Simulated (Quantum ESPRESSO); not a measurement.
# Ta2C (P-3m1) in Quantum ESPRESSO: single point with PBEsol

Aim: the single point of Ta2C with PBEsol.

Program: Quantum ESPRESSO 7.5. These are calculated values, not measurements. Logs are shortened: lines on timing, memory, paths and dates and some standing lists are left out, and cuts for length are marked.

## Step 1: Starting point

Symmetry: P-3m1, No. 164, trigonal system. Conventional cell: a = 3.106 Å, b = 3.106 Å, c = 4.946 Å, α = 90.00°, β = 90.00°, γ = 120.00°. Ta (site symmetry 3m) has 3 C at 2.18 Å as nearest neighbours. C (site symmetry -3m) has 6 Ta at 2.18 Å as nearest neighbours.

## Step 2: Single point, PBEsol

run.py reads:

```python
import numpy as np
from ase.calculators.espresso import Espresso, EspressoProfile
from ase.io import read

atoms = read('POSCAR')

input_data = {
    'control': {'calculation': 'scf', 'prefix': 'pwscf', 'outdir': './tmp', 'tprnfor': True, 'tstress': True, 'disk_io': 'nowf'},
    'system': {'ecutwfc': 56.0, 'ecutrho': 448.0, 'nbnd': 22, 'occupations': 'smearing', 'smearing': 'fd', 'degauss': 0.00367493},
    'electrons': {'conv_thr': 6e-10, 'electron_maxstep': 120, 'mixing_beta': 0.5},
}
pseudopotentials = {'Ta': 'ta_pbesol_v1.uspp.F.UPF', 'C': 'c_pbesol_v1.2.uspp.F.UPF'}
profile = EspressoProfile(command='mpirun -n 2 pw.x -nk 2', pseudo_dir='pseudo')
dft = Espresso(profile=profile, input_data=input_data, pseudopotentials=pseudopotentials, kpts=(10, 10, 6), koffset=(0, 0, 0))
atoms.calc = dft

print(f'energy {atoms.get_potential_energy():.8f} eV')
print('forces (eV/A)')
print(np.round(atoms.get_forces(), 6))
print('stress (eV/A^3, Voigt)')
print(np.round(atoms.get_stress(), 8))
print(f'Fermi level {dft.get_fermi_level():.4f} eV')
```

POSCAR reads:

```
Ta2C
1.0
    3.1059000000      0.0000000000      0.0000000000
   -1.5529500000      2.6897883016      0.0000000000
    0.0000000000      0.0000000000      4.9464000000
Ta C
2 1
Direct
    0.6666666667      0.3333333333      0.7479900000
    0.3333333333      0.6666666667      0.2520100000
    0.0000000000      0.0000000000      0.0000000000
```

Potentials or basis: GBRV 1.5 PBEsol.

Launch:

```console
OMP_NUM_THREADS=1 python run.py
```

The log of the run:

```text
energy -4015.42490705 eV
forces (eV/A)
[[-0.        0.       -0.026761]
 [ 0.        0.        0.026761]
 [-0.        0.        0.      ]]
stress (eV/A^3, Voigt)
[ 0.01755242  0.01755242  0.02254995 -0.         -0.          0.        ]
Fermi level 18.3588 eV
```

espresso.pwi:

```text
&CONTROL
   calculation      = 'scf'
   tstress          = .true.
   tprnfor          = .true.
   outdir           = './tmp'
   prefix           = 'pwscf'
   disk_io          = 'nowf'
   pseudo_dir       = 'pseudo'
/
&SYSTEM
   nbnd             = 22
   ecutwfc          = 56.0
   ecutrho          = 448.0
   occupations      = 'smearing'
   degauss          = 0.00367493
   smearing         = 'fd'
   ntyp             = 2
   nat              = 3
   ibrav            = 0
/
&ELECTRONS
   electron_maxstep = 120
   conv_thr         = 6e-10
   mixing_beta      = 0.5
/
&IONS
/
&CELL
/
&FCP
/
&RISM
/
ATOMIC_SPECIES
Ta 180.94788 ta_pbesol_v1.uspp.F.UPF
C 12.011 c_pbesol_v1.2.uspp.F.UPF

K_POINTS automatic
10 10 6  0 0 0

CELL_PARAMETERS angstrom
3.10590000000000 0.00000000000000 0.00000000000000
-1.55295000000000 2.68978830160000 0.00000000000000
0.00000000000000 0.00000000000000 4.94640000000000

ATOMIC_POSITIONS angstrom
Ta 1.5529500002 0.8965961004 3.6998577360  
Ta -0.0000000002 1.7931922012 1.2465422640  
C 0.0000000000 0.0000000000 0.0000000000
```

espresso.pwo:

```text
This program is part of the open-source Quantum ESPRESSO suite
     for quantum simulation of materials; please cite
         "P. Giannozzi et al., J. Phys.:Condens. Matter 21 395502 (2009);
         "P. Giannozzi et al., J. Phys.:Condens. Matter 29 465901 (2017);
         "P. Giannozzi et al., J. Chem. Phys. 152 154105 (2020);
     in publications or presentations arising from this work. More details at

Warning: card &CELL ignored
Warning: card &FCP ignored
Warning: card &RISM ignored

     Message from routine setup:
     using ibrav=0 with symmetry is DISCOURAGED, use correct ibrav instead

     K-points division:     npool     =       2
     Subspace diagonalization in iterative solution of the eigenvalue problem:
     a serial algorithm will be used

     G-vector sticks info
     --------------------
     sticks:   dense  smooth     PW     G-vecs:    dense   smooth      PW
     Sum        1069     517    163                44655    15729    2647

     Using Slab Decomposition

     bravais-lattice index     =            0
     lattice parameter (alat)  =       5.8693  a.u.
     unit-cell volume          =     278.8633 (a.u.)^3
     number of atoms/cell      =            3
     number of atomic types    =            2
     number of electrons       =        30.00
     number of Kohn-Sham states=           22
     kinetic-energy cutoff     =      56.0000  Ry
     charge density cutoff     =     448.0000  Ry
     scf convergence threshold =      6.0E-10
     mixing beta               =       0.5000
     number of iterations used =            8  plain     mixing
     Exchange-correlation= SLA  PW   PSX  PSC
                           (   1   4  10   8   0   0   0)

     celldm(1)=   5.869300  celldm(2)=   0.000000  celldm(3)=   0.000000
     celldm(4)=   0.000000  celldm(5)=   0.000000  celldm(6)=   0.000000

     crystal axes: (cart. coord. in units of alat)
               a(1) = (   1.000000   0.000000   0.000000 )
               a(2) = (  -0.500000   0.866025   0.000000 )
               a(3) = (   0.000000   0.000000   1.592582 )

     reciprocal axes: (cart. coord. in units 2 pi/alat)
               b(1) = (  1.000000  0.577350 -0.000000 )
               b(2) = (  0.000000  1.154701  0.000000 )
               b(3) = (  0.000000 -0.000000  0.627911 )

     PseudoPot. # 1 for Ta read from file:
     ta_pbesol_v1.uspp.F.UPF
     Pseudo is Ultrasoft + core correction, Zval = 13.0
     Generated by new atomic code, or converted to UPF format
     Using radial grid of  921 points,  7 beta functions with:
                l(1) =   0
                l(2) =   0
                l(3) =   1
                l(4) =   1
                l(5) =   2
                l(6) =   2
                l(7) =   3
     Q(r) pseudized with  6 coefficients,  rinner =    1.300   1.300   1.300
                                                       1.300   1.300   1.300
                                                       1.300

     PseudoPot. # 2 for C  read from file:
     c_pbesol_v1.2.uspp.F.UPF
     Pseudo is Ultrasoft + core correction, Zval =  4.0
     Generated by new atomic code, or converted to UPF format
     Using radial grid of  721 points,  4 beta functions with:
                l(1) =   0
                l(2) =   0
                l(3) =   1
                l(4) =   1
     Q(r) pseudized with  8 coefficients,  rinner =    1.100   1.100   1.100

     atomic species   valence    mass     pseudopotential
     Ta               13.00   180.94788     Ta( 1.00)
     C                 4.00    12.01100     C ( 1.00)

     12 Sym. Ops., with inversion, found

   Cartesian axes

     site n.     atom                  positions (alat units)
         1        Ta     tau(   1) = (   0.5000000   0.2886751   1.1912353  )
         2        Ta     tau(   2) = (  -0.0000000   0.5773503   0.4013466  )
         3        C      tau(   3) = (   0.0000000   0.0000000   0.0000000  )

     number of k points=    72  Fermi-Dirac smearing, width (Ry)=  0.0037
                       cart. coord. in units 2pi/alat
        k(    1) = (   0.0000000   0.0000000   0.0000000), wk =   0.0033333
        k(    2) = (   0.0000000   0.0000000   0.1046519), wk =   0.0066667
        k(    3) = (   0.0000000   0.0000000   0.2093037), wk =   0.0066667
        k(    4) = (   0.0000000   0.0000000  -0.3139556), wk =   0.0033333
        k(    5) = (   0.0000000   0.1154701   0.0000000), wk =   0.0200000
        k(    6) = (   0.0000000   0.1154701   0.1046519), wk =   0.0200000
[... 64 lines left out ...]
        k(   71) = (  -0.2000000   0.4618802  -0.1046519), wk =   0.0400000
        k(   72) = (  -0.2000000   0.4618802  -0.2093037), wk =   0.0400000

     Dense  grid:    44655 G-vectors     FFT dimensions: (  40,  40,  64)

     Smooth grid:    15729 G-vectors     FFT dimensions: (  27,  27,  45)

     Initial potential from superposition of free atoms

     starting charge      29.9979, renormalised to      30.0000

     negative rho (up, down):  1.882E-01 0.000E+00
     Starting wfcs are   30 randomized atomic wfcs

     Self-consistent Calculation

     iteration #  1     ecut=    56.00 Ry     beta= 0.50
     Davidson diagonalization with overlap
     ethr =  1.00E-02,  avg # of iterations =  2.0

     negative rho (up, down):  1.937E-01 0.000E+00

     total energy              =    -294.88014616 Ry
     estimated scf accuracy    <       0.63927203 Ry

     iteration #  2     ecut=    56.00 Ry     beta= 0.50
     Davidson diagonalization with overlap
     ethr =  2.13E-03,  avg # of iterations =  2.7

     negative rho (up, down):  1.958E-01 0.000E+00

     total energy              =    -295.03616678 Ry
     estimated scf accuracy    <       0.49213078 Ry
[... 46 lines left out ...]
     iteration #  8     ecut=    56.00 Ry     beta= 0.50
     Davidson diagonalization with overlap
     ethr =  1.94E-09,  avg # of iterations =  2.0

     negative rho (up, down):  2.008E-01 0.000E+00

     total energy              =    -295.12831297 Ry
     estimated scf accuracy    <          9.3E-09 Ry

     iteration #  9     ecut=    56.00 Ry     beta= 0.50
     Davidson diagonalization with overlap
     ethr =  3.10E-11,  avg # of iterations =  2.4

     negative rho (up, down):  2.008E-01 0.000E+00

     End of self-consistent calculation

          k = 0.0000 0.0000 0.0000 (  1949 PWs)   bands (ev):

   -49.4922 -49.4250 -16.4556 -15.7709 -15.7709 -15.6597 -15.6597 -15.5805
     5.3703  11.4898  14.7353  14.7353  15.3137  18.3133  18.8404  18.8404
    19.4625  19.4625  20.7159  20.7159  21.2210  25.7269

          k = 0.0000 0.0000 0.1047 (  1948 PWs)   bands (ev):

   -49.4878 -49.4295 -16.4010 -15.7635 -15.7635 -15.6672 -15.6672 -15.6425
     5.4826  11.2931  14.6701  14.6701  15.4891  18.0133  18.5934  18.5934
    19.7547  19.7547  21.1123  21.1123  21.6197  24.9153

          k = 0.0000 0.0000 0.2093 (  1960 PWs)   bands (ev):

   -49.4755 -49.4419 -16.2502 -15.8082 -15.7435 -15.7435 -15.6874 -15.6874
     5.7270  10.8891  14.5523  14.5523  15.9671  17.3822  18.2139  18.2139
    20.5757  20.5757  21.6961  21.6962  22.3226  23.9171
[... 91 lines left out ...]
          k = 0.0000 0.4619 0.2093 (  1971 PWs)   bands (ev):

   -49.4333 -49.4185 -16.4077 -16.2820 -15.9133 -15.8908 -15.7884 -15.7585
     6.8936  11.9840  13.7919  14.7390  15.5622  16.1931  17.5936  19.8168
    19.9936  22.0235  22.6212  23.0576  23.9310  26.9537

          k = 0.0000 0.4619-0.3140 (  1984 PWs)   bands (ev):

   -49.4260 -49.4258 -16.3870 -16.3491 -15.8503 -15.8294 -15.8220 -15.8014
     6.9282  11.7467  13.7461  14.7697  15.8714  16.4215  17.5880  19.8799
    19.9399  22.0264  22.1445  22.6961  24.3460  26.5438

          k = 0.0000-0.5774 0.0000 (  1974 PWs)   bands (ev):

   -49.4336 -49.4113 -16.3818 -16.2199 -16.0703 -15.9613 -15.7865 -15.7419
     7.1443  11.5769  14.0052  14.3382  14.6303  16.5438  18.0653  21.6439
    21.7773  22.9629  23.3731  23.5149  23.7109  24.1094

          k = 0.0000-0.5774 0.1047 (  1972 PWs)   bands (ev):

   -49.4321 -49.4128 -16.4098 -16.2623 -16.0114 -15.9470 -15.7718 -15.7568
     7.1138  11.5819  13.9070  14.4326  14.8859  16.6647  17.9442  21.1809
    21.2299  22.5806  23.3347  23.3466  23.9413  24.9321

          k = 0.0000-0.5774 0.2093 (  1976 PWs)   bands (ev):

   -49.4280 -49.4168 -16.4381 -16.3462 -15.9081 -15.9003 -15.7969 -15.7642
     7.0563  11.5756  13.7784  14.6415  15.4577  16.9115  17.6460  20.2984
    20.3283  22.5719  23.2294  23.2715  23.5812  26.2972

          k = 0.0000-0.5774-0.3140 (  1976 PWs)   bands (ev):

   -49.4225 -49.4223 -16.4303 -16.4017 -15.8638 -15.8419 -15.8183 -15.7953
     7.0292  11.5641  13.7395  14.7589  15.7999  17.1697  17.3374  19.8888
    19.9025  22.6231  23.1576  23.2581  23.3933  26.0417

          k = 0.1000 0.1732 0.0000 (  1953 PWs)   bands (ev):

   -49.4783 -49.4195 -16.3778 -15.9183 -15.8752 -15.7757 -15.6900 -15.6119
     5.8996  12.2789  13.1450  14.7286  15.9197  17.1742  18.2799  18.8917
    19.2562  19.7877  21.5824  21.9960  23.3009  25.7561

          k = 0.1000 0.1732 0.1047 (  1962 PWs)   bands (ev):

   -49.4744 -49.4235 -16.3395 -15.9017 -15.8815 -15.7921 -15.6994 -15.6393
     5.9712  12.0556  13.3430  14.6546  15.9484  17.1227  18.3052  18.5348
    19.4370  20.0682  21.7249  22.0103  23.6305  24.8484

          k = 0.1000 0.1732 0.2093 (  1964 PWs)   bands (ev):
[... 263 lines left out ...]
          k =-0.2000 0.4619-0.1047 (  1980 PWs)   bands (ev):

   -49.4321 -49.4127 -16.2910 -16.2363 -16.0376 -15.9838 -15.8692 -15.7529
     7.1548  12.1208  13.7133  14.0939  15.7930  16.4369  17.1196  20.5645
    21.0692  21.4238  22.9907  23.9083  24.1233  25.2909

          k =-0.2000 0.4619-0.2093 (  1981 PWs)   bands (ev):

   -49.4280 -49.4168 -16.3151 -16.2993 -16.0416 -15.9556 -15.8285 -15.7258
     7.1471  12.1486  13.4770  14.0396  16.3087  16.7489  17.2027  19.7610
    20.2384  21.8479  23.0259  23.5980  24.5856  25.4292

     the Fermi energy is    18.3588 ev

!    total energy              =    -295.12831298 Ry
     estimated scf accuracy    <          9.3E-11 Ry
     smearing contrib. (-TS)   =      -0.00051838 Ry
     internal energy E=F+TS    =    -295.12779459 Ry

     The total energy is F=E-TS. E is the sum of the following terms:
     one-electron contribution =     -29.37408786 Ry
     hartree contribution      =      30.52906105 Ry
     xc contribution           =     -87.68762212 Ry
     ewald contribution        =    -208.59514566 Ry

     convergence has been achieved in   9 iterations

     negative rho (up, down):  2.008E-01 0.000E+00

     Forces acting on atoms (cartesian axes, Ry/au):

     atom    1 type  1   force =    -0.00000000    0.00000000   -0.00104083
     atom    2 type  1   force =     0.00000000    0.00000000    0.00104083
     atom    3 type  2   force =    -0.00000000    0.00000000    0.00000000

     Total force =     0.001472     Total SCF correction =     0.000059

     Computing stress (Cartesian axis) and pressure

     negative rho (up, down):  2.008E-01 0.000E+00
          total   stress  (Ry/bohr**3)                   (kbar)     P=      -30.79
  -0.00019117  -0.00000000   0.00000000          -28.12       -0.00        0.00
   0.00000000  -0.00019117   0.00000000            0.00      -28.12        0.00
   0.00000000   0.00000000  -0.00024560            0.00        0.00      -36.13

=------------------------------------------------------------------------------=
   JOB DONE.
=------------------------------------------------------------------------------=
```

It took 30 s on 2 MPI ranks of Arm Neoverse V1, shared host; peak memory 0.44 GiB.

What came out:

- Free energy: -4015.4253 eV
- Pressure: -3.1 GPa
- Largest force: 0.027 eV/Å
- Band gap on the k mesh: none (metal or under the smearing width)

Forces on the atoms (eV/Å):
```
Ta   0.000  0.000 -0.027
Ta   0.000  0.000  0.027
C    0.000  0.000  0.000
```

Levels at points of the mesh, in eV from the Fermi level:
```tsv
k point	band 12	band 13	band 14	band 15	band 16	band 17	band 18	band 19
(0.00, 0.00, 0.00)	-3.62	-3.05	-0.05	0.48	0.48	1.10	1.10	2.36
(0.00, 0.00, -0.50)	-3.86	-1.81	-1.61	-0.30	-0.30	2.90	2.90	3.45
(0.00, -0.50, 0.00)	-4.02	-3.73	-1.81	-0.29	3.29	3.42	4.60	5.01
(0.00, -0.50, -0.50)	-3.60	-2.56	-1.19	-1.02	1.53	1.54	4.26	4.80
```
